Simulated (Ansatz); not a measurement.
# The honeycomb BP bilayer (AB) under a gate, part 3 of 4

Wanted: Fermi level and gate voltage of the honeycomb BP bilayer (AB) as it is charged.

Ansatz 0.2.0; plane-wave DFT, PBE-D3(BJ), Ansatz PAW.

So far. Step 6 (Gated layer, added electrons 6×10¹³ per cm², start …): Against the uncharged case this takes +4.74 V.

### Step 7. Gated layer, added electrons 10×10¹³ per cm², start atoms

File input.yaml:

```yaml
crystal:
  lattice:
    - [3.2024038013, 0.0, 0.0]
    - [-1.6012019006, 2.7733630451, 0.0]
    - [0.0, 0.0, 36.7613829371]
  atoms:
    - { symbol: P, position: [0.6666666667, 0.3333333333, 0.4521183956] }
    - { symbol: B, position: [0.3333333333, 0.6666666667, 0.4515608139] }
    - { symbol: P, position: [0.0, 0.0, 0.5484391861] }
    - { symbol: B, position: [0.6666666667, 0.3333333333, 0.5480528774] }
  periodic: [true, true, false]
  symmetry: { detect: true }
total_charge: -0.088814
kpoints:
  mp_grid: { grid: [90, 90, 1] }
hamiltonian:
  xc: pbe
  dispersion: d3bj
scf:
  occupations: { method: fermi_dirac, width: 0.02585 }
  convergence: { dr2_threshold: 1.0e-10 }
output:
  forces: true
  eigenvalues: true
  write_potential: true
  write_density: true
  volumetric_format: npy
external_charges:
  - { charge: 0, barrier: 10, axis: 3, height: 23.661, sigma: 0.25 }
  - { charge: 0.088814, axis: 3, height: 25.161, sigma: 0.5 }
```

On the command line:

```
$ ansatz run input.yaml --threads 4 --pin off --max-ram 16384MiB --backend cpu --events-out ev --progress --plain --runs-dir out
```

Numbers of over 12 decimals in the logs are rounded to 6 here.

Log:

```text
[...]
Crystal: 4 atoms, lattice volume = 326.494 Å³
Basis set: ecut = 420 eV, 6459 PW (Γ), exchange–correlation on 48×48×500 points (8 copies of the dense FFT grid, shifted against one another)
Bands: 13, of which v1, the nominal top of the filled ones, is band 8 counted from 1 (7 counted from 0)
Symmetry: 6 space group operations
[...]
k-points: 721 of 8100 (time reversal used)
[...]
--- Band table (eV; the first three rows and the last of 721) ---
  k-point 0: bands = [... 4 lower, -3.6750, -3.6750, -3.3809, -3.3809, 1.2633, 2.5816, 2.6359, 2.6359, ... 1 higher]
  k-point 1: bands = [... 4 lower, -3.6854, -3.6789, -3.3912, -3.3848, 1.2655, 2.5831, 2.6318, 2.6438, ... 1 higher]
  k-point 2: bands = [... 4 lower, -3.7164, -3.6909, -3.4219, -3.3966, 1.2722, 2.5869, 2.6204, 2.6677, ... 1 higher]
  k-point 720: bands = [... 4 lower, -8.3402, -8.0493, -2.1734, -2.1669, -0.9112, -0.8265, 4.1466, 4.2759, ... 1 higher]
[key lines of the parts left out:]
SCF converged after 12 iterations
Free energy (F): -1824.142518 eV
Fermi energy:    -0.807094 eV
```

Run time: 2.3 min. Hardware: 4 threads of Arm Neoverse V1, shared host; peak memory 3 GiB.

Running mean over a fixed 2.8 Å (it still follows the layers) of the planar mean; beyond a gate it holds the 10 eV model barrier. Table of electron's electrostatic potential energy less the Fermi level by z:

z (Å), electron's electrostatic potential energy less the Fermi level (eV) and a bar from the least value:
```
        4       4.22 #######################
        5       4.22 #######################
        6       4.22 #######################
        7       4.22 #######################
        8       4.22 #######################
        9       4.22 #######################
       10       4.22 #######################
       11       4.22 #######################
       12       4.22 #######################
       13       4.20 #######################
       14       3.99 ######################
       15       0.38 ###############
       16      -6.47 ##
       17      -6.91 #
       18      -2.62 #########
       19      -4.30 ######
       20      -7.33 
       21      -6.32 ##
       22       0.58 ################
       23       3.77 ######################
       24       5.78 ##########################
       25       7.80 ##############################
       26       7.58 ##############################
       27       7.41 #############################
       28       7.40 #############################
       29       7.40 #############################
       30       7.40 #############################
       31       7.40 #############################
       32       7.40 #############################
       33       7.40 #############################
```

Against the uncharged case this takes +7.38 V.

### Step 8. Gated layer, added electrons -1×10¹³ per cm², start atoms

input.yaml: that of step 7 with these lines changed.

```diff
@@ -12,3 +12,3 @@
   symmetry: { detect: true }
-total_charge: -0.088814
+total_charge: 0.008881
 kpoints:
@@ -29,2 +29,2 @@
   - { charge: 0, barrier: 10, axis: 3, height: 23.661, sigma: 0.25 }
-  - { charge: 0.088814, axis: 3, height: 25.161, sigma: 0.5 }
+  - { charge: -0.008881, axis: 3, height: 25.161, sigma: 0.5 }
```

Log:

```text
[...]
Crystal: 4 atoms, lattice volume = 326.494 Å³
Basis set: ecut = 420 eV, 6459 PW (Γ), exchange–correlation on 48×48×500 points (8 copies of the dense FFT grid, shifted against one another)
Bands: 12, of which v1, the nominal top of the filled ones, is band 8 counted from 1 (7 counted from 0)
Symmetry: 6 space group operations
[...]
k-points: 721 of 8100 (time reversal used)
[...]
--- Band table (eV; the first three rows and the last of 721) ---
  k-point 0: bands = [... 4 lower, -7.2041, -7.2041, -7.0388, -7.0388, -1.5289, -0.8852, -0.8852, -0.7000]
  k-point 1: bands = [... 4 lower, -7.2145, -7.2081, -7.0491, -7.0427, -1.5269, -0.8897, -0.8772, -0.7060]
  k-point 2: bands = [... 4 lower, -7.2455, -7.2201, -7.0796, -7.0543, -1.5210, -0.9031, -0.8534, -0.7226]
  k-point 720: bands = [... 4 lower, -11.8602, -11.6919, -5.8365, -5.4362, -4.7078, -4.2196, 0.7032, 1.0947]
[key lines of the parts left out:]
SCF converged after 12 iterations
Free energy (F): -1824.001857 eV
Fermi energy:    -5.417472 eV
```

Run time: 2.2 min. Hardware: 4 threads; peak memory 2.9 GiB.

Against the uncharged case this takes -1.04 V.

### Step 9. Gated layer, added electrons -3×10¹³ per cm², start atoms

input.yaml: that of step 8 with these lines changed.

```diff
@@ -12,3 +12,3 @@
   symmetry: { detect: true }
-total_charge: 0.008881
+total_charge: 0.026644
 kpoints:
@@ -29,2 +29,2 @@
   - { charge: 0, barrier: 10, axis: 3, height: 23.661, sigma: 0.25 }
-  - { charge: -0.008881, axis: 3, height: 25.161, sigma: 0.5 }
+  - { charge: -0.026644, axis: 3, height: 25.161, sigma: 0.5 }
```

Log:

```text
[...]
Crystal: 4 atoms, lattice volume = 326.494 Å³
Basis set: ecut = 420 eV, 6459 PW (Γ), exchange–correlation on 48×48×500 points (8 copies of the dense FFT grid, shifted against one another)
Bands: 12, of which v1, the nominal top of the filled ones, is band 8 counted from 1 (7 counted from 0)
Symmetry: 6 space group operations
[...]
k-points: 721 of 8100 (time reversal used)
[...]
--- Band table (eV; the first three rows and the last of 721) ---
  k-point 0: bands = [... 4 lower, -7.8896, -7.8896, -7.6964, -7.6964, -2.1810, -1.5700, -1.5700, -1.3563]
  k-point 1: bands = [... 4 lower, -7.9000, -7.8936, -7.7067, -7.7003, -2.1790, -1.5744, -1.5620, -1.3620]
  k-point 2: bands = [... 4 lower, -7.9310, -7.9055, -7.7372, -7.7119, -2.1732, -1.5873, -1.5382, -1.3779]
  k-point 720: bands = [... 4 lower, -12.5459, -12.3460, -6.5141, -6.0787, -5.3920, -4.8623, 0.0344, 0.4843]
[key lines of the parts left out:]
SCF converged after 12 iterations
Free energy (F): -1823.888020 eV
Fermi energy:    -6.117825 eV
```

It took 2.2 min on 4 threads; peak memory 2.9 GiB.

Against the uncharged case this takes -2.42 V.

### Step 10. Gated layer, added electrons -6×10¹³ per cm²

input.yaml, the sections that differ from step 9:

```yaml
total_charge: 0.053289
kpoints:
  mp_grid: { grid: [90, 90, 1] }
  band_path:
    path: [[0, 0, 0], [0.5, 0, 0], [0.33333333, 0.33333333, 0], [0, 0, 0]]
    npoints: 16
output:
  forces: true
  eigenvalues: true
  dos: { projected: true, e_range: [-3, 3], de: 0.01 }
  write_potential: true
  write_density: true
  volumetric_format: npy
  elf: true
external_charges:
  - { charge: 0, barrier: 10, axis: 3, height: 23.661, sigma: 0.25 }
  - { charge: -0.053289, axis: 3, height: 25.161, sigma: 0.5 }
# crystal, hamiltonian, scf: as in step 9
```

Log:

```text
[...]
Crystal: 4 atoms, lattice volume = 326.494 Å³
Basis set: ecut = 420 eV, 6459 PW (Γ), exchange–correlation on 48×48×500 points (8 copies of the dense FFT grid, shifted against one another)
Bands: 12, of which v1, the nominal top of the filled ones, is band 8 counted from 1 (7 counted from 0)
Symmetry: 6 space group operations
[...]
k-points: 721 of 8100 (time reversal used)
[...]
--- Band table (eV; the first three rows and the last of 721) ---
  k-point 0: bands = [... 4 lower, -8.9318, -8.9318, -8.6874, -8.6874, -3.1870, -2.6111, -2.6111, -2.3449]
  k-point 1: bands = [... 4 lower, -8.9421, -8.9357, -8.6977, -8.6913, -3.1850, -2.6153, -2.6031, -2.3503]
  k-point 2: bands = [... 4 lower, -8.9731, -8.9476, -8.7282, -8.7030, -3.1792, -2.6278, -2.5793, -2.3659]
  k-point 720: bands = [... 4 lower, -13.5881, -13.3317, -7.5430, -7.0468, -6.4315, -5.8323, -0.9820, -0.4427]
[key lines of the parts left out:]
SCF converged after 12 iterations
Free energy (F): -1823.674391 eV
Fermi energy:    -7.170604 eV
```

It took 2.3 min on 4 threads; peak memory 3 GiB.

The density of states has structure finer than the step of the table below, so its rows give means over 0.1 eV, whole bins alone (the curve runs from -3 to 1.99 eV). Peaks (eV: height): -2.97: 2.55, -0.79: 3.33, 1.39: 7.10, 1.83: 2.00.

The density of states by energy, zero at the Fermi level; means over each step:

```
energy (eV)  density of states (states/eV a cell)
       -2.9                                  2.11
       -2.8                                  1.97
       -2.7                                  1.92
       -2.6                                  1.88
       -2.5                                  1.89
       -2.4                                  1.84
       -2.3                                  1.81
       -2.2                                  1.79
       -2.1                                  1.77
       -2.0                                  1.76
       -1.9                                  1.74
       -1.8                                  1.72
       -1.7                                  1.46
       -1.6                                  1.52
       -1.5                                  1.47
       -1.4                                  1.32
       -1.3                                  1.12
       -1.2                                  1.06
       -1.1                                  1.03
       -1.0                                  1.03
       -0.9                                  1.11
       -0.8                                  1.84
       -0.7                                  1.32
       -0.6                                 0.996
       -0.5                                 0.818
       -0.4                                 0.658
       -0.3                                 0.496
       -0.2                                 0.434
       -0.1                                 0.387
        0.0                                 0.360
        0.1                                 0.305
        0.2                                     0
        0.3                                     0
        0.4                                     0
        0.5                                     0
        0.6                                     0
        0.7                                0.0156
        0.8                                 0.198
        0.9                                 0.229
        1.0                                 0.265
        1.1                                 0.321
        1.2                                 0.412
        1.3                                 0.652
        1.4                                  2.66
        1.5                                  1.28
        1.6                                  1.13
        1.7                                  1.11
        1.8                                  1.44
        1.9                                  1.34
```

Against the uncharged case this takes -4.52 V.

### Step 11. Gated layer, added electrons -10×10¹³ per cm²

input.yaml: that of step 10 with these lines changed.

```diff
@@ -12,3 +12,3 @@
   symmetry: { detect: true }
-total_charge: 0.053289
+total_charge: 0.088814
 kpoints:
@@ -34,2 +34,2 @@
   - { charge: 0, barrier: 10, axis: 3, height: 23.661, sigma: 0.25 }
-  - { charge: -0.053289, axis: 3, height: 25.161, sigma: 0.5 }
+  - { charge: -0.088814, axis: 3, height: 25.161, sigma: 0.5 }
```

Log:

```text
[...]
Crystal: 4 atoms, lattice volume = 326.494 Å³
Basis set: ecut = 420 eV, 6459 PW (Γ), exchange–correlation on 48×48×500 points (8 copies of the dense FFT grid, shifted against one another)
Bands: 12, of which v1, the nominal top of the filled ones, is band 8 counted from 1 (7 counted from 0)
Symmetry: 6 space group operations
[...]
k-points: 721 of 8100 (time reversal used)
[...]
--- Band table (eV; the first three rows and the last of 721) ---
  k-point 0: bands = [... 4 lower, -10.3389, -10.3389, -10.0222, -10.0222, -4.5611, -4.0169, -4.0169, -3.6752]
  k-point 1: bands = [... 4 lower, -10.3493, -10.3429, -10.0325, -10.0261, -4.5592, -4.0210, -4.0089, -3.6805]
  k-point 2: bands = [... 4 lower, -10.3801, -10.3547, -10.0630, -10.0378, -4.5534, -4.0331, -3.9851, -3.6957]
  k-point 720: bands = [... 4 lower, -14.9949, -14.6590, -8.9325, -8.3497, -7.8350, -7.1384, -2.3564, -1.7021]
[key lines of the parts left out:]
SCF converged after 11 iterations
Free energy (F): -1823.308460 eV
Fermi energy:    -8.592246 eV
```

Elapsed: 2.3 min, on 4 threads; peak memory 3 GiB; 9.1 min of CPU time.

Against the uncharged case this takes -7.34 V.

### Step 12. The series together

This step: plane-wave DFT, PBE-D3(BJ), Ansatz PAW; charging by gates (Ansatz 0.2.0).

The potential behind each gate is read from every run and counted from the uncharged case.

Voltage on the gate against the layer's Fermi level, from the uncharged case. Table of gate voltage by added electrons:

```
added electrons (10¹³ per cm²)  gate voltage (V)
                        -10.00             -7.34
                         -6.00             -4.52
                         -3.00             -2.42
                         -1.00             -1.04
                          0.00                 0
                          1.00              1.14
                          3.00              2.65
                          6.00              4.74
                         10.00              7.38
```

Charge step over voltage step between neighbouring densities. The total capacitance by added electrons:

```
added electrons (10¹³ per cm²)  total capacitance (µF/cm²)
                         -8.00                        2.27
                         -4.50                        2.29
                         -2.00                        2.31
                         -0.50                        1.55
                          0.50                        1.41
                          2.00                        2.12
                          4.50                        2.29
                          8.00                        2.43
```

Work function of the face away from the gate. Work function of the far face against added electrons:

```
added electrons (1e13 /cm²)  work function of the far face (eV)
                     -10.00                                5.06
                      -6.00                                5.04
                      -3.00                                5.03
                      -1.00                                5.02
                       0.00                                4.66
                       1.00                                4.29
                       3.00                                4.25
                       6.00                                4.23
                      10.00                                4.22
```

By hand: 10¹³ electrons per cm² are 0.001 e/Å², which by Gauss's law end a field of 0.181 V/Å. At 10×10¹³ holes per cm² the field towards a gate is 1.810 V/Å, which over the 5 Å from the outer atoms would drop 9.05 V; the run needs 7.34 V.

(Continued in part 4 of 4.)

[Logs are printed without paths, hosts, clocks, repeated set-up lines and the standing remarks that a program may print on its own settings, such as how far it seeks lower states.]

[Hosts, paths, dates, database ids (printed as entryN), source tags and the programs' standing remarks are cut or masked in the printed files.]

[Maps of the electrostatic potential energy from Ansatz leave out the sawtooth potential of an applied field or a dipole correction, so their vacuum need not be flat; planar profiles and work functions include it.]
